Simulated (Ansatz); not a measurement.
**How far is PAW off for CsCl?**

```
Cs Cl
1.0
     4.12300    0.00000    0.00000
     0.00000    4.12300    0.00000
     0.00000    0.00000    4.12300
Cs Cl
1 1
Cartesian
  0.0000 0.0000 0.0000
  2.0615 2.0615 2.0615
```

Atoms are numbered in the order listed.

The cell is COD entry 9008789, as deposited and not checked against the literature; nothing was relaxed.

Spin–orbit coupling is left out, though it moves levels of the heavy atoms by tenths of an eV or more.

Methods: DFT, PBE, PAW with Ansatz's default frozen-core files, scalar-relativistic (Ansatz 0.2.0); DFT, PBE, all-electron PAW with datasets made for the crystal, scalar-relativistic (Ansatz 0.2.0); DFT, PBE, all-electron LAPW, scalar-relativistic (Ansatz 0.2.0).

For PAW: a Γ-centred 6×6×6 k mesh, Fermi–Dirac smearing of 0.03 eV, cutoff 420 eV, no spin polarisation. The crystal-made all-electron datasets (AE datasets) take a cutoff of 200 eV at this cell. LAPW targets a basis error of 1 meV/atom. The Ansatz runs share mesh, smearing and spin set-up. Plane-wave (PAW) pressures include the program's estimate of the Pulay term.

Stress and pressure are positive in compression.

Levels count from the top of the valence band.

| quantity | PAW | AE datasets | LAPW |
| --- | --- | --- | --- |
| pressure (GPa) | 1.00 | 1.00 | 1.00 |
| band gap (eV) | 5.272 | 5.272 | 5.272 |
| highest filled level at R (eV) | -1.089 | -1.089 | -1.089 |
| lowest empty level at R (eV) | 8.506 | 8.505 | 8.506 |
| highest filled level at X (eV) | -0.233 | -0.233 | -0.233 |
| lowest empty level at X (eV) | 6.425 | 6.426 | 6.426 |
| highest filled level at M (eV) | -0.061 | -0.061 | -0.061 |
| lowest empty level at M (eV) | 5.958 | 5.958 | 5.958 |

PAW's pressure differs from the LAPW value by about 0.01 GPa or less.
